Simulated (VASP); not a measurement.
**Al: single point with PBEsol**

Crystal: Al.

```xyz
1
Lattice="0.0000 2.0248 2.0248 2.0248 0.0000 2.0248 2.0248 2.0248 0.0000" Properties=species:S:1:pos:R:3 pbc="T T T"
Al    0.0000    0.0000    0.0000
```

| Item | Value |
| --- | --- |
| Program | VASP 6.6.1 |
| Task | single point |
| Functional | PBEsol |
| Potentials or basis | VASP PAW PBE potentials, release 64 (Al) |
| Cutoff | 520 eV |
| k mesh | 11 × 11 × 11 |
| Occupations | fermi-dirac, width 0.05 eV |
| Spin | no spin polarisation |
| Ladder | free |
| Further INCAR settings | ALGO = Normal; EDIFF = 1e-07; NBANDS = 8 |

```
Pressure               : -1.9 GPa
Band gap on the k mesh : none (metal or under the smearing width)
```

Levels at points of the mesh, in eV from the Fermi level:
```tsv
k point	band 1	band 2	band 3	band 4
(0.00, 0.00, 0.00)	-11.10	12.55	12.55	12.55
```

It took 11 s on 1 thread of Intel(R) Xeon(R) Platinum 8375C CPU @ 2.90GHz (Ice Lake), on a shared host, peak memory 0.13 GiB.

Caveat: the PAW data sets were made with another functional, which shifts forces and pressure a little.
